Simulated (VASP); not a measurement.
# GaP (F-43m) in VASP: Born charges and dielectric tensor with RPBE

Aim: the Born charges and dielectric tensor of GaP with RPBE.

Everything below comes from runs of VASP 6.6.1. Logs are shortened: lines on timing, memory, paths and dates and some standing lists are left out, and cuts for length are marked.

**Experimental background.**

From “Stacking defects in GaP nanowires: Electronic structure and optical properties”, 2018, arxiv:1810.01194, for a bulk crystal of GaP at 10 K: band gap 2.34 eV (indirect).

The results are compared with them further down.

### Step 1. The structure

The structure is cubic, space group F-43m (No. 216). The conventional cell has a = 5.553 Å, b = 5.553 Å, c = 5.553 Å, α = 90.00°, β = 90.00°, γ = 90.00°. Ga (site symmetry -43m) is surrounded by 4 P at 2.40 Å. Around P (site symmetry -43m) lie 4 Ga at 2.40 Å.

The cell is a database's computed one.

### Step 2. Born charges and dielectric tensor, RPBE

The input, INCAR:

```
SYSTEM = GaP
PREC     = Accurate       ! precision mode
ENCUT    = 600            ! plane-wave cutoff, eV
EDIFF    = 1E-8           ! SCF threshold, eV
ISMEAR   = 0              ! smearing method
SIGMA    = 0.02           ! smearing width, eV
LREAL    = .FALSE.        ! projectors in reciprocal space
LASPH    = .TRUE.         ! aspherical terms in the spheres
NELM     = 100            ! most SCF steps
ALGO     = Fast           ! electronic algorithm
ISIF     = 2              ! what is computed and relaxed
LWAVE    = .FALSE.        ! write WAVECAR
LCHARG   = .FALSE.        ! write CHGCAR
GGA      = RP             ! functional
LEPSILON = .TRUE.         ! dielectric tensor by DFPT
IBRION   = 8              ! ionic algorithm
NSW      = 1              ! ionic steps
```

The input, KPOINTS:

```
Automatic mesh
0
G
  8 8 8
  0 0 0
```

The input, POSCAR:

```
GaP
1.0
    0.0000000000      2.7765900000      2.7765900000
    2.7765900000      0.0000000000      2.7765900000
    2.7765900000      2.7765900000      0.0000000000
Ga P
1 1
Direct
    0.0000000000      0.0000000000      0.0000000000
    0.7500000000      0.7500000000      0.7500000000
```

Potentials or basis: VASP PAW PBE potentials, release 64 (Ga_d, P).

Launch:

```bash
$ cat potpaw_PBE.64/Ga_d/POTCAR potpaw_PBE.64/P/POTCAR > POTCAR
$ mpirun -np 1 vasp_std > vasp.out
```

OUTCAR:

```text
SYSTEM = GaP
   PREC = Accurate
   ENCUT = 600
   EDIFF = 1E-8
   ISMEAR = 0
   LREAL = .FALSE.
   LASPH = .TRUE.
   NELM = 100
   ISIF = 2
   GGA = RP
   LEPSILON = .TRUE.
   IBRION = 8
   NSW = 1

 ion  position               nearest neighbor table
   1  0.000  0.000  0.000-   2 2.40   2 2.40   2 2.40   2 2.40
   2  0.750  0.750  0.750-   1 2.40   1 2.40   1 2.40   1 2.40

  LATTYP: Found a face centered cubic cell.
 ALAT       =     5.5531800000

  Lattice vectors:

 A1 = (   0.0000000000,   2.7765900000,   2.7765900000)
 A2 = (   2.7765900000,   0.0000000000,   2.7765900000)
 A3 = (   2.7765900000,   2.7765900000,   0.0000000000)

Analysis of symmetry for initial positions (statically):
=====================================================================
 Subroutine PRICEL returns:
 Original cell was already a primitive cell.

 Routine SETGRP: Setting up the symmetry group for a
 face centered cubic supercell.

 Subroutine GETGRP returns: Found 24 space group operations
 (whereof 24 operations were pure point group operations)
 out of a pool of 48 trial point group operations.

The static configuration has the point symmetry T_d .

Analysis of symmetry for dynamics (positions and initial velocities):
=====================================================================
 Subroutine PRICEL returns:
 Original cell was already a primitive cell.

 Routine SETGRP: Setting up the symmetry group for a
 face centered cubic supercell.

 Subroutine GETGRP returns: Found 24 space group operations
 (whereof 24 operations were pure point group operations)
 out of a pool of 48 trial point group operations.

The dynamic configuration has the point symmetry T_d .

 Subroutine INISYM returns: Found 24 space group operations
 (whereof 24 operations are pure point group operations),
 and found     1 'primitive' translations

----------------------------------------------------------------------------------------

                                     Primitive cell

  volume of cell :      42.8120

  direct lattice vectors                    reciprocal lattice vectors
     0.000000000  2.776590000  2.776590000    -0.180077001  0.180077001  0.180077001
     2.776590000  0.000000000  2.776590000     0.180077001 -0.180077001  0.180077001
     2.776590000  2.776590000  0.000000000     0.180077001  0.180077001 -0.180077001

  length of vectors
     3.926691235  3.926691235  3.926691235     0.311902515  0.311902515  0.311902515

  position of ions in fractional coordinates (direct lattice)
     0.000000000  0.000000000  0.000000000
     0.750000000  0.750000000  0.750000000

  ion indices of the primitive-cell ions
   primitive index   ion index
                 1           1
                 2           2

----------------------------------------------------------------------------------------

 KPOINTS: Automatic mesh

Automatic generation of k-mesh.
 Grid dimensions read from file:
 generate k-points for:    8    8    8

 Generating k-lattice:

[... 533 lines left out ...]

 Free energy of the ion-electron system (eV)
  ---------------------------------------------------
  ---------------------------------------------------
  free energy    TOTEN  =        -1.36957971 eV

  energy without entropy =       -1.36957971

------------------------ aborting loop because EDIFF is reached ----------------------------------------

--------------------------------------- Ionic step        2  -------------------------------------------

------------------------ aborting loop because EDIFF is reached ----------------------------------------

--------------------------------------- Ionic step        3  -------------------------------------------

------------------------ aborting loop because EDIFF is reached ----------------------------------------

 PIEZOELECTRIC TENSOR FIELD DIRECTION 3  (e Angst)
 -----------------------------------------------------------------------------
    -0.00052  2.26691  0.00000           (  0.00000  0.03232  0.00000)
     2.26691 -0.00052  0.00000           (  0.03232  0.00000  0.00000)
     0.00000  0.00000 -0.00082           (  0.00000  0.00000 -0.00000)

 PIEZOELECTRIC TENSOR FIELD DIRECTION 3  (C/m^2)
 -----------------------------------------------------------------------------
    -0.00020  0.84836  0.00000
     0.84836 -0.00020  0.00000
     0.00000  0.00000 -0.00031

--------------------------------------- Ionic step        4  -------------------------------------------

------------------------ aborting loop because EDIFF is reached ----------------------------------------

[... ionic steps 5 to 6 ...]

--------------------------------------- Ionic step        7  -------------------------------------------

 Free energy of the ion-electron system (eV)
  ---------------------------------------------------
  ---------------------------------------------------
  free energy    TOTEN  =        -0.04771667 eV

  energy without entropy =       -0.04771667

------------------------ aborting loop because EDIFF is reached ----------------------------------------

 INTERNAL STRAIN TENSOR  FOR ION    2  DIRECTION 1   (eV/Angst):
 -----------------------------------------------------------------------------
    -0.00700  0.00000  0.00000
     0.00000  0.00578  5.64114
     0.00000  5.64114  0.00578

 MACROSCOPIC STATIC DIELECTRIC TENSOR (including local field effects in DFT)
 ------------------------------------------------------
          11.525647     0.000000     0.000000
          -0.000000    11.525647    -0.000000
           0.000000     0.000000    11.525647
 ------------------------------------------------------

 PIEZOELECTRIC TENSOR (including local field effects)  for field in x, y, z        (e  Angst)
          XX          YY          ZZ          XY          YZ          ZX
  --------------------------------------------------------------------------------
  x     0.00000     0.00000     0.00000     0.00000     2.27412     0.00000
  y    -0.00000    -0.00000    -0.00000     0.00000     0.00000     2.27412
  z    -0.00000     0.00000    -0.00000     2.27412     0.00000     0.00000

 PIEZOELECTRIC TENSOR (including local field effects)  for field in x, y, z        (C/m^2)
          XX          YY          ZZ          XY          YZ          ZX
  --------------------------------------------------------------------------------
  x     0.00000     0.00000     0.00000     0.00000     0.85106     0.00000
  y    -0.00000    -0.00000    -0.00000     0.00000     0.00000     0.85106
  z    -0.00000     0.00000    -0.00000     0.85106     0.00000     0.00000

 BORN EFFECTIVE CHARGES (including local field effects) (in |e|, cummulative output)
 ---------------------------------------------------------------------------------
 ion    1
    1     2.33384     0.00000     0.00000
    2    -0.00000     2.33384    -0.00000
    3     0.00000    -0.00000     2.33384
 ion    2
    1    -2.33384    -0.00000     0.00000
    2     0.00000    -2.33384     0.00000
    3     0.00000     0.00000    -2.33384

 INTERNAL STRAIN TENSOR FOR ION    2 for displacements in x,y,z  (eV/Angst):
          X           Y           Z          XY          YZ          ZX
  --------------------------------------------------------------------------------
  x     0.00000     0.00000     0.00000     0.00000     5.64114     0.00000
  y    -0.00000     0.00000    -0.00000     0.00000     0.00000     5.64114
  z     0.00000     0.00000     0.00000     5.64114     0.00000     0.00000

 SECOND DERIVATIVES (NOT SYMMETRIZED)
 ------------------------------------
               1X          1Y          1Z          2X          2Y          2Z
  1X    -8.827425    0.000000    0.000000    8.827425    0.000000    0.000000
  1Y     0.000000   -8.827425    0.000000    0.000000    8.827425    0.000000
  1Z     0.000000    0.000000   -8.827425    0.000000    0.000000    8.827425
  2X     8.840295    0.000000    0.000000   -8.840295    0.000000    0.000000
  2Y     0.000000    8.840295    0.000000    0.000000   -8.840295    0.000000
  2Z     0.000000    0.000000    8.840295    0.000000    0.000000   -8.840295

 Eigenvectors and eigenvalues of the dynamical matrix
 ----------------------------------------------------

   1 f  =   10.034794 THz    63.050468 2PiTHz  334.724685 cm-1    41.500553 meV
             X         Y         Z           dx          dy          dz
      0.000000  0.000000  0.000000     0.000000    0.554334    0.000000
      4.164885  4.164885  4.164885     0.000000   -0.832294    0.000000
[... 21 lines left out ...]
   6 f/i=    0.003372 THz     0.021190 2PiTHz    0.112492 cm-1     0.013947 meV
             X         Y         Z           dx          dy          dz
      0.000000  0.000000  0.000000     0.000000    0.000000    0.832294
      4.164885  4.164885  4.164885     0.000000    0.000000    0.554334

--------------------------------------------------------------------------------------------------------

 MACROSCOPIC STATIC DIELECTRIC TENSOR IONIC CONTRIBUTION
 ------------------------------------------------------
           2.606109     0.000000    -0.000000
           0.000000     2.606109    -0.000000
          -0.000000    -0.000000     2.606109
 ------------------------------------------------------

 ELASTIC MODULI CONTR FROM IONIC RELAXATION (kBar)
 Direction    XX          YY          ZZ          XY          YZ          ZX
 --------------------------------------------------------------------------------
 XX          -0.0000     -0.0000     -0.0000     -0.0000      0.0000      0.0000
 YY          -0.0000     -0.0000     -0.0000     -0.0000     -0.0000      0.0000
 ZZ          -0.0000     -0.0000     -0.0000      0.0000     -0.0000      0.0000
 XY          -0.0000     -0.0000      0.0000   -133.4167      0.0000      0.0000
 YZ           0.0000     -0.0000     -0.0000      0.0000   -133.4167      0.0000
 ZX           0.0000      0.0000      0.0000      0.0000      0.0000   -133.4167
 --------------------------------------------------------------------------------

 PIEZOELECTRIC TENSOR IONIC CONTR  for field in x, y, z        (C/m^2)
          XX          YY          ZZ          XY          YZ          ZX
  --------------------------------------------------------------------------------
  x     0.00000    -0.00000    -0.00000     0.00000    -0.55485    -0.00000
  y     0.00000     0.00000     0.00000     0.00000     0.00000    -0.55485
  z    -0.00000    -0.00000    -0.00000    -0.55485     0.00000     0.00000
```

It took 6 min on 1 thread of Intel Xeon Platinum 8488C (Sapphire Rapids), shared host; peak memory 0.32 GiB.

Results:

| Item | Value |
| --- | --- |
| Band gap on the k mesh | 1.50 eV, direct |
| Electronic dielectric tensor (diagonal) | 11.53 |
| Born charges (mean of the diagonal) | Ga +2.33; P -2.33 e |
| Highest phonon frequency at Γ, LO-TO splitting left out | 335 cm⁻¹ |

Levels at points of the mesh, in eV from the valence-band top:
| k point | band 6 | band 7 | band 8 | band 9 | band 10 | band 11 | band 12 | band 13 |
| --- | --- | --- | --- | --- | --- | --- | --- | --- |
| (0.00, 0.00, 0.00) | -12.05 | 0.00 | 0.00 | 0.00 | 1.50 | 3.93 | 3.93 | 3.93 |
| (0.50, 0.00, 0.00) | -10.18 | -6.27 | -1.03 | -1.03 | 1.60 | 4.76 | 4.76 | 8.35 |
| (0.50, 0.50, 0.00) | -9.36 | -6.45 | -2.48 | -2.48 | 1.88 | 1.95 | 10.23 | 10.23 |

Phonon frequencies in cm⁻¹ (negative: imaginary):
```csv
q point,frequencies
"(0.000, 0.000, 0.000)",0 0 0 335 335 335
```

Electronic dielectric tensor:
```
11.53  0.00  0.00
 0.00 11.53  0.00
 0.00  0.00 11.53
```

Born effective charge tensors (e):
atom 1, Ga
```
2.33 0.00 0.00
0.00 2.33 0.00
0.00 0.00 2.33
```
atom 2, P
```
-2.33  0.00  0.00
 0.00 -2.33  0.00
 0.00  0.00 -2.33
```

### Step 3. How close it comes

Step 2. Against the measured gap of GaP, 2.34 eV (indirect; 10 K; quoted in “Stacking defects in GaP nanowires: Electronic structure and optical properties”, 2018, arxiv:1810.01194), the calculated 1.50 eV is off by -0.84 eV. Spin-orbit coupling on Ga is left out. The value is that of RPBE on a finite k mesh, which can miss the band edges, without temperature or zero-point motion. Semilocal functionals fall short of measured gaps as a rule. The cell is a database's relaxed one, not the measured one, which moves gaps too.
